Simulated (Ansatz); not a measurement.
input.yaml (Ansatz)

```yaml
crystal:
  lattice:
    - [2.6246004195, 0.0, 0.0]
    - [0.0, 2.6246004195, 0.0]
    - [0.0, 0.0, 2.6246004195]
  atoms:
    - { symbol: Pt, position: [0.0, 0.0, 0.0], spin: 1.0 }
hamiltonian:
  xc: pbe
  pseudopotentials:
    kind: paw
    azcp:
      Pt: "pseudopotentials/Pt.paw.azcp"
basis:
  ecutwfc: 420
  fft_grid_basis: typed
kpoints:
  mp_grid: { grid: [20, 20, 20], shift: [0, 0, 0] }
magnetization:
  spin_polarized: true
scf:
  occupations: { method: fermi_dirac, width: 0.05 }
```

and its output:

```
Engine: ansatz 0.2.0, aarch64-unknown-linux-gnu
Pseudopotentials: kind: paw
Pseudopotential: Pt, paw, valence charge 18, recommended cutoff 420 eV (normal) 
Functional definition: PBE
  parameter kappa = 0.804
  parameter beta = 0.06672455060314922
  exchange = pbe_x(kappa = kappa, mu = beta*pi^2/3)
  correlation = pbe_c(beta = beta)
Crystal: 1 atoms, lattice volume = 18.080 Å³
Basis set: ecut = 420 eV, 365 PW (Γ)
Bands: 14, of which v1, the nominal top of the filled ones, is band 9 counted from 1 (8 counted from 0)
Symmetry: 48 space group operations
Space group: Pm-3m (ITA 221), of the structure as read, at distance tolerance 2.6e-5 Å
Magnetic group: BNS 221.92 (UNI 1594), of the structure as read, at distance tolerance 2.6e-5 Å
k-points: 286 of 8000
Non-local potential: Pt, projectors of the file, l = 0: 3, l = 1: 2, l = 2: 2, l = 3: 1
PAW form: soft (Blöchl's): semilocal exchange-correlation on the pseudo side does not see the compensation charge
PAW one-centre angular grid: Pt, 590 points (default); XC on 64 Gauss nodes
Initial density: superposition of atomic densities (chi_scale 0.1, normalization cell)
Starting moments: Σ|m| = 1 μB on 1 of 1 site
Initial wavefunctions: pseudopotential atomic-orbital guess
Functional: x = pbe(κ = 0.804, μ = 0.2195149727645171), c = pbe(β = 0.06672455060314922)
SCF iter   1: F=—  HF=-12522.713184 eV  |F-HF|=—  |Δ(HF+E_count)|=         —  Δρ=6.53e-2 (↑6.53e-2 ↓2.88e-2)  dr2=7.05e-1  dr2_m=2.34e-1  M=0.165 μB ∫|m|=0.165 μB  β_m=0.30  ethr=3.10e-3  ⟨swp⟩=4.8  Hψ=40966  notcnv=0
Mixer restart at iter 1: flushing history
SCF iter   2: F=—  HF=-12522.635259 eV  |F-HF|=—  |Δ(HF+E_count)|=   7.79e-2  Δρ=4.73e-2 (↑4.73e-2 ↓2.17e-2)  dr2=3.59e-1  dr2_m=1.27e-1  M=0.129 μB ∫|m|=0.129 μB  β_m=0.65  ethr=3.10e-3  ⟨swp⟩=2.0  Hψ=14379  notcnv=0  defer=149
SCF iter   3: F=—  HF=-12522.564363 eV  |F-HF|=—  |Δ(HF+E_count)|=   7.09e-2  Δρ=3.53e-3 (↑3.32e-3 ↓3.53e-3)  dr2=1.65e-3  dr2_m=1.12e-3  M=0.018 μB ∫|m|=0.019 μB  β_m=0.82  ethr=2.00e-3  ⟨swp⟩=2.1  Hψ=13309  notcnv=0  defer=261
SCF iter   4: F=—  HF=-12522.564069 eV  |F-HF|=—  |Δ(HF+E_count)|=   2.93e-4  Δρ=6.38e-4 (↑6.38e-4 ↓3.84e-4)  dr2=6.91e-5  dr2_m=1.92e-5  M=0.003 μB ∫|m|=0.003 μB  β_m=0.83  ethr=9.16e-6  ⟨swp⟩=2.3  Hψ=14918  notcnv=0  defer=257
SCF iter   5: F=—  HF=-12522.564084 eV  |F-HF|=—  |Δ(HF+E_count)|=   1.51e-5  Δρ=2.70e-4 (↑1.25e-4 ↓2.70e-4)  dr2=2.38e-5  dr2_m=2.26e-6  M=0.001 μB ∫|m|=0.001 μB  β_m=0.92  ethr=3.84e-7  ⟨swp⟩=2.1  Hψ=12570  notcnv=0  defer=257
SCF iter   6: F=—  HF=-12522.564091 eV  |F-HF|=—  |Δ(HF+E_count)|=   6.54e-6  Δρ=7.93e-5 (↑7.93e-5 ↓3.25e-5)  dr2=1.85e-6  dr2_m=2.15e-7  M=0.000 μB ∫|m|=0.000 μB  β_m=0.85  ethr=1.32e-7  ⟨swp⟩=2.2  Hψ=11397  notcnv=0  defer=257
SCF iter   7: F=—  HF=-12522.564091 eV  |F-HF|=—  |Δ(HF+E_count)|=   1.08e-7  Δρ=3.38e-5 (↑3.38e-5 ↓1.41e-5)  dr2=3.52e-7  dr2_m=3.45e-8  M=0.000 μB ∫|m|=0.000 μB  β_m=0.92  ethr=1.03e-8  ⟨swp⟩=1.2  Hψ=8593  notcnv=0  defer=257
SCF iter   8: F=—  HF=-12522.564091 eV  |F-HF|=—  |Δ(HF+E_count)|=   4.59e-8  Δρ=7.05e-6 (↑7.05e-6 ↓3.11e-6)  dr2=1.67e-8  dr2_m=1.31e-9  M=0.000 μB ∫|m|=0.000 μB  β_m=0.96  ethr=1.96e-9  ⟨swp⟩=2.2  Hψ=11770  notcnv=0  defer=257
SCF iter   9: F=—  HF=-12522.564091 eV  |F-HF|=—  |Δ(HF+E_count)|=   3.25e-9  Δρ=6.75e-7 (↑6.75e-7 ↓2.63e-7)  dr2=1.27e-10  dr2_m=1.50e-11  M=0.000 μB ∫|m|=0.000 μB  β_m=0.98  ethr=9.30e-11  ⟨swp⟩=2.4  Hψ=11743  notcnv=0  defer=257
SCF iter  10: F=-12522.564091 eV  HF=-12522.564091 eV  |F-HF|=3.64e-12  |Δ(HF+E_count)|=  4.00e-11  Δρ=7.60e-8 (↑7.60e-8 ↓7.46e-8)  dr2=4.33e-12  dr2_m=1.98e-14  M=0.000 μB ∫|m|=0.000 μB  ethr=1.00e-12  ⟨swp⟩=1.0  Hψ=22938  notcnv=0
SCF 1 converged in 10 iterations: F = -12522.564091 eV  dr2 = 4.33e-12
WARN: the starting moments were not kept: the SCF closed with an absolute magnetisation of 1.7e-7 μB, where they sum to 1 μB in size (1 site). That is at most 0.1 of that sum. Measured as dr2_m measures the in/out step, that magnetisation stands 1.6e-14 eV from none, at or under the dr2_threshold of 1.0e-7 eV: it is no larger than a step whose dr2_m would equal this threshold. The system may hold no moment; this SCF shows only that its start led to no more than that. To try another start: raise the starting moments (crystal.atoms[].spin, magnetization.per_species, magnetization.initial_magnetization, or on a non-collinear deck that types none of these the spinor_matrix: blocks that start its atoms; where the total moment is fixed, keep their sum and leave initial_magnetization as it is; typed ones take the place of any that the run laid by itself, positive ones on a crystal's lanthanoids without a Hubbard term where scf.initial_density.shell_occupations: [] is typed) or, if the notice of its spin-set hold's release reads "site moments contracting" or "site moments show no strong build", lengthen the hold (scf.mixing.spin_hold: { on: { confirm: 4 } }; for m-r²SCAN on two components see the key's manual first). Each may lead to a state that holds a moment. A second SCF, from the converged charge density, with the starting moments and any scf.initial_density.shell_occupations laid on it anew, would have followed, and was not run: the deck does not ask for one (magnetization.retry_lost_moments is false, the default). To let it run, set magnetization.retry_lost_moments: true and run the deck again, where that key's refused combinations let it; where memory then withholds it, that run's warning says so.
SCF converged after 10 iterations
Magnetization: 0.0000 μB (9.0000 up, 9.0000 down)
Absolute magnetization: 0.0000 μB (∫|ρ↑−ρ↓|, with the PAW one-centre terms)
Spin contamination: 0.0000 ħ² per cell (⟨S²⟩ above its minimum at these occupations)
Per-site moments (μB) at R_I (Å): [(1.5284522241641252e-7, 1.0826476730437502)]
Free energy (F): -12522.564091 eV
Harris-Foulkes:  -12522.564091 eV  (|F-HF|=3.64e-12)
Internal energy: -12522.551907 eV  (E = F + TS)
E sigma→0 (E₀):  -12522.557999 eV
Entropy (-TS):   -0.012184 eV (-12.184 meV/atom)
Fermi energy:    18.293325 eV
--- Per-component energies (eV) ---
  E_band       = -210.185432
  E_kinetic    = 637.328242
  E_local      = -1789.254802  (includes V_loc(G=0)·N_el)
  E_nonlocal   = 200.265203
  E_hartree    = 666.492029
  E_xc         = -261.186686
  E_vxc        = -301.979364  (∫ρ·V_xc dr)
  E_paw        = -9454.408563  (= ΣΔE_a)
  E_vpaw       = -289.529073  (= ΣTr[D̂ρ^β])
  E_aug_tail   = 0.000199  (compensation charges beyond the density's cutoff)
  E_ewald      = -2521.787529
  E_smearing   = -0.012184  (= −TS)
  E_closure    = 0.000000  (closes the sum)
  Σ components = -12522.564091   (vs F -12522.564091, Δ=0.00e0)
```
